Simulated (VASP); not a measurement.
Si, 2 atoms in the cell. The structure is cubic, space group Fd-3m (No. 227). The conventional cell has a = 5.444 Å, b = 5.444 Å, c = 5.444 Å, α = 90.00°, β = 90.00°, γ = 90.00°. Si (site symmetry -43m) has 4 Si at 2.36 Å as nearest neighbours. 

* Program: VASP 6.6.1
* Task: relaxation of cell and atoms
* Functional: revPBE
* Dispersion: D3(BJ)
* Potentials or basis: VASP PAW PBE potentials, release 64 (Si)
* Cutoff: 600 eV
* k mesh: 8 × 8 × 8
* Occupations: fermi-dirac, width 0.05 eV
* Spin: no spin polarisation
* Further INCAR settings: ALGO = Normal; EDIFF = 1e-06; IBRION = 2; EDIFFG = -0.01; NSW = 60; ISIF = 3

Potentials or basis: VASP PAW PBE potentials, release 64 (Si).

Launch:

```sh
$ cat potpaw_PBE.64/Si/POTCAR > POTCAR
$ mpirun -np 1 vasp_std > vasp.out
```

Hardware: 1 thread of Intel(R) Xeon(R) Platinum 8488C (Sapphire Rapids) (shared host).

Question: How long does it take, and how much memory?

Answer: It took 17 s on 1 thread of Intel(R) Xeon(R) Platinum 8488C (Sapphire Rapids), with other jobs on the host, peak memory 0.18 GiB. Counts: scf iterations 24, k points 29, ion steps 3.
